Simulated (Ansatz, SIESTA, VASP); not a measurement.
**One calculation of C, 4 ways**

The starting cell:

```xyz
2
Lattice="0.0000 1.7834 1.7834 1.7834 0.0000 1.7834 1.7834 1.7834 0.0000" Properties=species:S:1:pos:R:3 pbc="T T T"
C     2.6751    2.6751    2.6751
C     1.7834    1.7834    1.7834
```

Alike in all runs: task relaxation of cell and atoms; functional PBEsol; k mesh 13 × 13 × 13; occupations fermi-dirac, width 0.05 eV; no spin polarisation; no spin-orbit coupling.

| program and potentials | plane-wave cutoff (eV) | notes | equilibrium volume (Å³/atom) |
| --- | --- | --- | --- |
| Ansatz, Ansatz PAW | 420 | potentials made for PBE, which Ansatz adapts in part | 5.61 |
| Ansatz, all-electron LAPW, scalar-relativistic | - | - | 5.61 |
| VASP, PBE PAW files C, 600 eV | 600 | potentials made for PBE | 5.62 |
| SIESTA, files PseudoDojo sr-pbesol-0.4.1-standard, DZP (energy shift 0.002 Ry) | - | atomic basis | 5.74 |

The equilibrium volume spans 5.61 (Ansatz, Ansatz PAW) to 5.74 Å³/atom (SIESTA, files PseudoDojo sr-pbesol-0.4.1-standard, DZP (energy shift 0.002 Ry)), with all-electron results at 5.61. Relaxations stop with a little pressure left, so the last digit of a volume isn't settled. Rows in atomic bases carry the error of their basis and grid, which can be large.

The functional is the same throughout but for its coding, so the spread measures potentials, basis and numerics; runs on potential files found faulty are left out.
